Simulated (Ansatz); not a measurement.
# Zr (diamond type) under strong compression

```yaml
crystal:
  lattice:
    - [0.00000, 3.14124, 3.14124]
    - [3.14124, 0.00000, 3.14124]
    - [3.14124, 3.14124, 0.00000]
  atoms:
    - { symbol: Zr, position: [0.87500, 0.87500, 0.87500] }
    - { symbol: Zr, position: [0.12500, 0.12500, 0.12500] }
```

The cell comes from a relaxation on PAW files under the same functional, begun from a prototype that needn't be the stable phase.

Its volume is scaled at fixed shape and fractional positions.

Computed with Ansatz 0.2.0; functional PBE, scalar-relativistic. Settings: a Γ-centred 11×11×11 k mesh, Fermi–Dirac smearing of 0.08 eV, no spin polarisation. Methods: LAPW: all electrons, basis error target 1 meV/atom; PAW: frozen-core files, cutoff 420 eV; crystal datasets: all electrons, by PAW datasets that the program makes for each cell; norm-conserving: pseudopotentials, cutoff 898 eV; PAW (cutoff 1000 eV): frozen-core files, cutoff 1000 eV.

Energies are extrapolated to zero smearing and count from the unscaled cell; pressure is positive in compression; gaps take the mesh and a band path. No temperature or zero-point motion is included.

```json
{"V/V0": "1.00", "V (Å³/atom)": "31.00", "P LAPW (GPa)": "0.01", "ΔE LAPW (eV/atom)": "0.000", "P PAW − LAPW (GPa)": "-0.02", "ΔE PAW − LAPW (meV/atom)": "0.0"}
{"V/V0": "0.92", "V (Å³/atom)": "28.52", "P LAPW (GPa)": "3.33", "ΔE LAPW (eV/atom)": "0.023", "P PAW − LAPW (GPa)": "-0.02", "ΔE PAW − LAPW (meV/atom)": "-0.3"}
{"V/V0": "0.84", "V (Å³/atom)": "26.04", "P LAPW (GPa)": "7.93", "ΔE LAPW (eV/atom)": "0.108", "P PAW − LAPW (GPa)": "-0.03", "ΔE PAW − LAPW (meV/atom)": "-0.7"}
{"V/V0": "0.76", "V (Å³/atom)": "23.56", "P LAPW (GPa)": "14.94", "ΔE LAPW (eV/atom)": "?", "P PAW − LAPW (GPa)": "-0.04", "ΔE PAW − LAPW (meV/atom)": "-1.3"}
{"V/V0": "0.68", "V (Å³/atom)": "21.08", "P LAPW (GPa)": "26.7", "ΔE LAPW (eV/atom)": "0.589", "P PAW − LAPW (GPa)": "-0.06", "ΔE PAW − LAPW (meV/atom)": "-2.0"}
{"V/V0": "0.60", "V (Å³/atom)": "18.60", "P LAPW (GPa)": "48.8", "ΔE LAPW (eV/atom)": "1.152", "P PAW − LAPW (GPa)": "-0.09", "ΔE PAW − LAPW (meV/atom)": "-3.2"}
{"V/V0": "0.52", "V (Å³/atom)": "16.12", "P LAPW (GPa)": "91.9", "ΔE LAPW (eV/atom)": "2.202", "P PAW − LAPW (GPa)": "-0.16", "ΔE PAW − LAPW (meV/atom)": "-5.1"}
{"V/V0": "0.45", "V (Å³/atom)": "13.95", "P LAPW (GPa)": "167.5", "ΔE LAPW (eV/atom)": "3.898", "P PAW − LAPW (GPa)": "-0.36", "ΔE PAW − LAPW (meV/atom)": "-8.2"}
```

**Question.** What belongs in the row "0.76", column "ΔE LAPW (eV/atom)"?

**Answer.** 0.277.

**Question.** From the table, what is the rise of the enthalpy H = E + pV up to the last row, and how stiff is the crystal between the last two rows?

**Answer.** ΔH = 3.898 eV + (167.5 GPa × 13.95 Å³ − 0.01 GPa × 31.00 Å³) × 0.006242 eV/(GPa·Å³) = 18.47 eV/atom, of which pV makes 79 %. The mean bulk modulus there is −ΔP/Δln V = 523 GPa.

**Question.** At the smallest volume, how far do crystal datasets and norm-conserving and PAW (cutoff 1000 eV) lie from LAPW in pressure?

**Answer.** crystal datasets: 0.00 GPa; norm-conserving: +0.03 GPa; PAW (cutoff 1000 eV): -0.47 GPa, on a LAPW pressure of 167.5 GPa.

**Question.** How do the Löwdin populations by LAPW change from the unscaled cell to the last row?

**Answer.** Zr 4s 1.94 → 1.74, Zr 5s 0.82 → 0.44, Zr 4p 5.93 → 5.72, Zr 4d 3.29 → 4.08 electrons an atom. These are projections on the shells that the free atoms fill; 0.05 e a cell lies outside them at the start and 0.08 e at the end.
